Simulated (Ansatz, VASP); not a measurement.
# Pt: VASP beside Ansatz

File INCAR:

```
SYSTEM = Pt
PREC = Accurate ; ENCUT = 520
EDIFF = 1E-7 ; ISMEAR = 0
SIGMA = 0.15 ; LREAL = .FALSE.
LASPH = .TRUE. ; NELM = 100
ALGO = Normal ; ISIF = 2
LWAVE = .FALSE. ; LCHARG = .TRUE.
GGA = PS ; LELF = .TRUE.
LVHAR = .TRUE. ; NBANDS = 11
```

File KPOINTS:

```
regular mesh
0
G
  20 20 20
  0 0 0
```

Contents of POSCAR:

```
Pt
1.0
    0.0000000000      1.9285315000      1.9285315000
    1.9285315000      0.0000000000      1.9285315000
    1.9285315000      1.9285315000      0.0000000000
Pt
1
Direct
    0.0000000000      0.0000000000      0.0000000000
```

Input for Ansatz:

```yaml
crystal:
  lattice:
    - [0.0, 1.9285315, 1.9285315]
    - [1.9285315, 0.0, 1.9285315]
    - [1.9285315, 1.9285315, 0.0]
  atoms:
    - { symbol: Pt, position: [0.0, 0.0, 0.0] }
basis:
  ecutwfc: 420
kpoints:
  mp_grid: { grid: [20, 20, 20] }
hamiltonian:
  xc: pbesol
scf:
  occupations: { method: gaussian, width: 0.15 }
output:
  forces: true
  stress: true
  eigenvalues: true
  write_density: true
  write_potential: true
  elf: true
  volumetric_format: npy
```

Change from the starting cell: strain -0.015 along x and y, -0.015 along z, atoms carried along.

Alike in both runs: task single point; functional PBEsol; k mesh 20 × 20 × 20; occupations gaussian, width 0.15 eV; no spin polarisation.

```csv
,VASP,Ansatz
version,VASP 6.6.1,Ansatz 0.2.0
potentials or method,"VASP PAW PBE potentials, release 64 (Pt)","scalar-relativistic, plane waves, PAW"
plane-wave cutoff (eV),520,420
valence electrons in the cell,10,18
```

```csv
,VASP,Ansatz,Ansatz less VASP
gap on the k mesh at the Fermi level (eV),none,none,-
pressure (GPa),15.0,15.4,+0.41
```

A gap of «none» marks a metal or a gap that the smearing closes. The functional is the same, so the differences come from potentials, cutoffs and numerics. The two sets of potentials don't hold the same shells in valence.

Caveats: so large a pressure means that the cell lies far from this level's equilibrium, or that cutoff or potentials fall short (VASP); the potentials were made for another functional, which shifts forces and pressure (VASP). Spin-orbit coupling is left out, which matters for the levels of Pt.
